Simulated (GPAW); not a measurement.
The system is Hf.

```xyz
1
Lattice="2.9138 0.0000 0.0000 0.0000 2.9138 0.0000 0.0000 0.0000 2.9138" Properties=species:S:1:pos:R:3 pbc="T T T"
Hf    1.4569    1.4569    1.4569
```

The cell was built by a generator and needn't be a form met in nature.

Base run:

* Program: GPAW 26.7.0
* Functional: RPBE
* Potentials or basis: the program's PAW data sets (release 1.2.1) made for this functional
* Cutoff: 600 eV
* Basis: pw
* k mesh: 9 × 9 × 9
* Occupations: fermi-dirac, width 0.05 eV
* Spin: no spin polarisation

Its results: band gap on the k mesh none (metal or under the smearing width); pressure 3.0 GPa.

Task: After a change of settings the same cell gave: band gap on the k mesh none (metal or under the smearing width); pressure -3.2 GPa. Which change was it?
A. functional from RPBE to LDA
B. functional from RPBE to BLYP; potentials or basis from the program's PAW data sets (release 1.2.1) made for this functional to PAW data sets generated in the run's folder for this functional
C. functional from RPBE to PW91; potentials or basis from the program's PAW data sets (release 1.2.1) made for this functional to PAW data sets generated in the run's folder for this functional
D. functional from RPBE to SCAN; potentials or basis from the program's PAW data sets (release 1.2.1) made for this functional to GPAW PAW data sets (gpaw-data 1.2.1)

Result: D.

Caveats: the PAW data sets were made with another functional, which shifts forces and pressure a little (some runs).

Not every run made on this cell is shown here.
